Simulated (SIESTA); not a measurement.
# W in SIESTA: the effect of basis

Crystal: W.

```
CELL_PARAMETERS angstrom
-1.58234 1.58234 1.58234
1.58234 -1.58234 1.58234
1.58234 1.58234 -1.58234
ATOMIC_POSITIONS crystal
W 0.00000 0.00000 0.00000
```

Alike in all runs:

```yaml
Program: SIESTA 5.4.2
Task: single point
Functional: PBE
Potentials_or_basis: PseudoDojo 0.4 standard (PBE files)
Grid_cutoff: 800 Ry
Energy_shift: 0.003 Ry
k_mesh: 12 × 12 × 12
Occupations: fermi-dirac, width 0.05 eV
Spin: no spin polarisation
```

Task: One run gave: pressure 6.9 GPa. Which basis did it use?
A. DZP
B. TZDP
C. DZ
D. SZP
E. TZP

Result: C.

```tsv
basis	pressure (GPa)
SZ	-5.2
SZP	13.5
DZ	6.9
DZP	9.9
DZDP	10.4
TZP	9.2
TZDP	9.4
```

Caveats: short orbitals over semicore shells can move pressures by several GPa; the basis of atomic orbitals isn't converged, which shifts pressures, moduli and gaps; the basis has no polarisation orbitals (some runs).
